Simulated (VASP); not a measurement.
## A VASP 6.6.1 single-point calculation on Si

INCAR

```
ALGO = Normal
ISMEAR = 1
IBRION = -1
EDIFF = 1E-7
LREAL = .FALSE.
NELM = 63
LASPH = .TRUE.
METAGGA = R2SCAN
ISIF = 2
ENCUT = 520
LCHARG = .FALSE.
NBANDS = 11
LWAVE = .FALSE.
SIGMA = 0.5
NSW = 0
PREC = Accurate
```

KPOINTS

```
KPOINTS created by Atomic Simulation Environment
0
Gamma
8 8 8
0 0 0
```

POSCAR

```
Si
 1.0000000000000000
     0.0000000000000000    2.6404553287999999    2.6404553287999999
     2.6404553287999999    0.0000000000000000    2.6404553287999999
     2.6404553287999999    2.6404553287999999    0.0000000000000000
 Si
   2
Cartesian
  0.0000000000000000  0.0000000000000000  0.0000000000000000
  1.3202276643999999  1.3202276643999999  1.3202276643999999
```

The recommended PBE PAW datasets give the neutral cell 8 valence electrons.

Command

```
mpirun -np 1 vasp_std
```

Predict the outcome of this run.

It converged. Results: gap between bands v and c on the k mesh 0.67 eV; least direct gap on the k mesh 2.79 eV; pressure 10.5 GPa. Band v is the last that the valence electrons fill when counted band by band, and c is the next.

OSZICAR

```
N       E                     dE             d eps       ncg     rms          rms(c)
DAV:   1    -0.512434733893E+00   -0.51243E+00   -0.33794E+03   638   0.584E+02
DAV:   2    -0.180571014390E+02   -0.17545E+02   -0.16973E+02   843   0.859E+01
DAV:   3    -0.186053192340E+02   -0.54822E+00   -0.54632E+00   803   0.129E+01
DAV:   4    -0.186091823712E+02   -0.38631E-02   -0.38624E-02   774   0.139E+00
DAV:   5    -0.186092123471E+02   -0.29976E-04   -0.29976E-04   776   0.116E-01    0.667E+00
DAV:   6    -0.174532953389E+02    0.11559E+01   -0.15771E-01   749   0.231E+00    0.466E+00
DAV:   7    -0.174420366808E+02    0.11259E-01   -0.18179E-01   665   0.209E+00    0.357E-01
DAV:   8    -0.174407952368E+02    0.12414E-02   -0.63284E-03   713   0.451E-01    0.441E-01
DAV:   9    -0.174409811400E+02   -0.18590E-03   -0.27979E-04   765   0.138E-01    0.118E-02
DAV:  10    -0.174409870525E+02   -0.59124E-05   -0.29124E-06   748   0.120E-02    0.544E-03
DAV:  11    -0.174409937812E+02   -0.67288E-05   -0.12315E-06   726   0.771E-03    0.884E-04
DAV:  12    -0.174409924965E+02    0.12847E-05   -0.35859E-08   486   0.119E-03    0.996E-04
DAV:  13    -0.174409925524E+02   -0.55924E-07   -0.48612E-09   394   0.451E-04
   1 F= -.17440993E+02 E0= -.17443730E+02  d E =0.821140E-02
```

For comparison, a separate r²SCAN run of the intended cell, on usual settings and not on those above, gives a gap of 0.67 eV on its mesh and a pressure of 10.5 GPa.
